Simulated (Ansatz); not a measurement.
KCl (rocksalt), relaxed with r2SCAN: space group Fm-3m (No. 225), cubic; a = 6.290 Å in the conventional setting, 31.10 Å³ an atom. K has 6 Cl at 3.14 Å; Cl has 6 K at 3.14 Å. One-shot G0W0@PBE in Ansatz on a 4×4×4 mesh (contour deformation, no spin-orbit coupling), from a PBE gap of 5.194 eV over the mesh points (the G0W0 gap is direct on the mesh); the number N of bands summed and the screening cutoff rise together. Calculated for a static, non-magnetic cell.

```
  N  cutoff (eV)  1000/N  G0W0 gap (eV)
149          100   6.711          7.825
349          180   2.865          7.995
```

Problem. Lay a straight line in 1000/N through these rows.

Solution. The slope is -0.0442 eV per unit of 1000/N and the intercept 8.122 eV.

Problem. Predict the gap at N = 669 (260 eV).

Solution. 8.122 + (-0.0442) × 1.495 = 8.056 eV; the run gives 8.064 eV, +0.008 eV from the line.

Problem. With that run's result added, what limit do the last two rows suggest?

Solution. Their slope is (8.064 − 7.995)/(1.495 − 2.865) = -0.0504, which meets 1/N = 0 at 8.14 eV, against 8.122 eV from the first line. The slope steepens, so 1/N isn't yet asymptotic and the true limit probably lies higher still; the k mesh isn't extrapolated.
